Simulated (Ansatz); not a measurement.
A one-shot G0W0 calculation of Si in the diamond structure with Ansatz, at the level G0W0@PBE with 163 empty bands, a screening cutoff of 150 eV and a 4×4×4 mesh. The cell was relaxed with r2SCAN and then strained, so it isn't that functional's minimum.

Input file:
```yaml
crystal:
  lattice:
    - [0.0, 2.6676765177, 2.7620476182]
    - [2.6676765177, 0.0, 2.7620476182]
    - [2.6676765177, 2.6676765177, 0.0]
  atoms:
    - { symbol: Si, position: [0.0, 0.0, 0.0] }
    - { symbol: Si, position: [0.25, 0.25, 0.25] }
kpoints:
  mp_grid: { grid: [4, 4, 4] }
hamiltonian:
  xc: pbe
scf:
  occupations: { method: fixed }
gw:
  n_empty_bands: 163
  ecut_chi: 150
  qp_bands: [v2, c2]
  qp_kpoints: band_edges
  screening: { model: contour_deformation }
```

It took 5.1 s on 1 × NVIDIA H100 80GB HBM3 with 2 threads of AMD EPYC 7R13 Processor (Zen 3), with other jobs on the host, load about 3.5 per core; peak host memory 1.4 GiB.

The output, standing remarks left out:
```
Functional definition: PBE
Crystal: 2 atoms, lattice volume = 39.312 Å³
Basis set: ecut = 420 eV, 749 PW (Γ)
Bands: 8, of which v1, the nominal top of the filled ones, is band 4 counted from 1 (3 counted from 0)
Symmetry: 16 space group operations
Space group: I41/amd (ITA 141)
k-points: 13 of 64
preconditioner: auto → none  [insulator: Δε(μ)=0.497 eV  ℏωp=16.8 eV]
SCF converged after 6 iterations
Free energy (F): -1271.400419 eV
Fermi energy:    6.557310 eV
--- G₀W₀: contour deformation, 8 samples at zero and on the imaginary axis and 2 off it, 64 q-points, 163 empty bands' worth ---
    ik  band        ε_KS         Σx   Σc(E_QP)       V_xc       Z   E_QP_lin       E_QP  E_QP is
     0     3      6.5573   -14.9348     1.0796   -13.3308  0.7636     6.0306     6.0329  root
     0     4      6.5573   -14.9348     1.0796   -13.3308  0.7636     6.0306     6.0329  root
     0     5      8.9841    -7.0296    -4.4260   -11.5611  0.7587     9.0897     9.0896  root
     0     6      8.9841    -7.0296    -4.4260   -11.5611  0.7587     9.0897     9.0896  root
     1     3      5.5631   -14.9230     1.3404   -13.0516  0.7584     5.0291     5.0322  root
     1     4      5.8296   -14.8454     1.2643   -13.0580  0.7588     5.3036     5.3065  root
     1     5      8.5182    -7.7365    -4.3993   -12.2215  0.7641     8.6040     8.6039  root
     1     6      9.9449    -6.6276    -4.7032   -11.4236  0.7576    10.0378    10.0378  root
     2     3      5.0794   -15.1773     1.6024   -13.0189  0.7528     4.5207     4.5234  root
     2     4      5.4248   -15.1324     1.5088   -13.0756  0.7543     4.8743     4.8768  root
     2     5      8.0114    -7.8871    -4.2764   -12.2375  0.7699     8.0854     8.0853  root
     2     6      9.6990    -5.9549    -4.6520   -10.6871  0.7629     9.7792     9.7792  root
     3     3      4.4310   -14.8321     1.7438   -12.5383  0.7467     3.8772     3.8811  root
     3     4      4.5124   -14.7527     1.7314   -12.4739  0.7463     3.9596     3.9650  root
     3     5      7.4745    -6.6013    -4.0228   -10.6174  0.7740     7.4677     7.4677  root
     3     6      9.5940    -5.4772    -4.6750   -10.1688  0.7663     9.6106     9.6106  root
     6     3      3.4749   -15.1461     2.2478   -12.3213  0.7329     2.8931     2.8979  root
     6     4      3.4749   -15.1461     2.2478   -12.3213  0.7329     2.8931     2.8979  root
     6     5      7.0333    -6.0002    -3.9730    -9.9265  0.7796     6.9867     6.9867  root
     6     6      7.0333    -6.0002    -3.9730    -9.9265  0.7796     6.9867     6.9867  root
     7     3      4.6817   -14.7567     1.6932   -12.5201  0.7465     4.1335     4.1383  root
     7     4      4.6817   -14.7567     1.6932   -12.5201  0.7465     4.1335     4.1383  root
     7     5      7.7516    -6.5250    -4.0923   -10.6115  0.7745     7.7458     7.7458  root
     7     6      9.5570    -5.3343    -4.6354    -9.9731  0.7696     9.5603     9.5603  root
    11     3      2.5375   -14.3343     2.3551   -11.4186  0.7245     1.9778     1.9769  root
    11     4      2.5375   -14.3343     2.3551   -11.4186  0.7245     1.9778     1.9769  root
    11     5     10.4589    -5.8738    -4.6768   -10.5074  0.7605    10.4157    10.4156  root
    11     6     10.4589    -5.8738    -4.6768   -10.5074  0.7605    10.4157    10.4156  root
    12     3      3.7431   -15.1197     2.1945   -12.3565  0.7295     3.1704     3.1745  root
    12     4      3.7431   -15.1197     2.1945   -12.3565  0.7295     3.1704     3.1745  root
    12     5      7.3138    -5.9699    -4.0338    -9.9572  0.7779     7.2674     7.2673  root
    12     6      7.3138    -5.9699    -4.0338    -9.9572  0.7779     7.2674     7.2673  root
```

The points are ik 0 = (0, 0, 0) (Γ), ik 1 = (0, 0, 1/4), ik 2 = (0, 0, -1/2) (L), ik 3 = (0, 1/4, 1/4), ik 6 = (0, -1/2, -1/2) (X), ik 7 = (1/4, 1/4, 0), ik 11 = (1/4, -1/4, -1/2) (W), ik 12 = (-1/2, -1/2, 0) (X); band 4 is the last filled one.

G0W0 moves the gap on the mesh from 0.48 eV (PBE) to 0.95 eV (Γ to X). Renormalisation factors Z lie between 0.72 and 0.78. G0W0 values are finite-basis, finite-mesh values.

(Simulation; spin polarisation is off.)

For so narrow a gap this mesh doesn't settle the screening, and the bands and cutoff are finite.
